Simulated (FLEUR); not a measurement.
C under changes of volume

One of the cells (5.672 Å³/atom); the others are scaled copies at fixed shape and fractional positions:

```xyz
8
Lattice="2.5221 0.0000 0.0000 -1.2611 2.1842 0.0000 0.0000 0.0000 8.2371" Properties=species:S:1:pos:R:3 pbc="T T T"
C     1.2611    0.7281    6.9501
C     0.0000    1.4561    2.8315
C     1.2611    0.7281    5.4056
C     0.0000    1.4561    1.2870
C     0.0000    0.0000    7.4649
C     0.0000    0.0000    3.3463
C     0.0000    0.0000    4.8908
C     0.0000    0.0000    0.7722
```

This is a hexagonal form of diamond, not graphite.

```yaml
Program: FLEUR MaX-R8.1 (later development tree)
Functional: LDA exchange alone (X-alpha)
Potentials_or_basis: all-electron
Basis: FLAPW
Kmax: 5.5 1/bohr
k_mesh: 12 × 12 × 4
Occupations: fermi-dirac, width 0.05 eV
Spin: no spin polarisation
```

```csv
volume (Å³/atom),energy over the lowest point (meV/atom),gap on the mesh (eV)
5.332,?,?
5.445,22.89,4.37
5.672,0.00,4.27
5.899,2.50,4.17
6.012,11.93,4.12
```

Problem. What does the run at 5.332 Å³/atom give?

Solution. Energy over the lowest point 45.43 meV/atom; gap on the mesh 4.42 eV.

Worked out: A Birch-Murnaghan fit of order 2 (a polynomial in V^(-2/3)) to the other rows has its minimum at 5.76 Å³/atom with B0 = V·E''(V) = 422 GPa at fixed shape and positions, which overstates the stiffness. It gives 45.52 meV/atom at 5.332 Å³/atom, against the run's 45.43. A straight line through the other rows of the gap, of slope -2.52 eV per unit of ln V, extrapolates to 4.42 eV, against the run's 4.42.

Energies are extrapolated to zero smearing.

A mesh can miss the band edges.
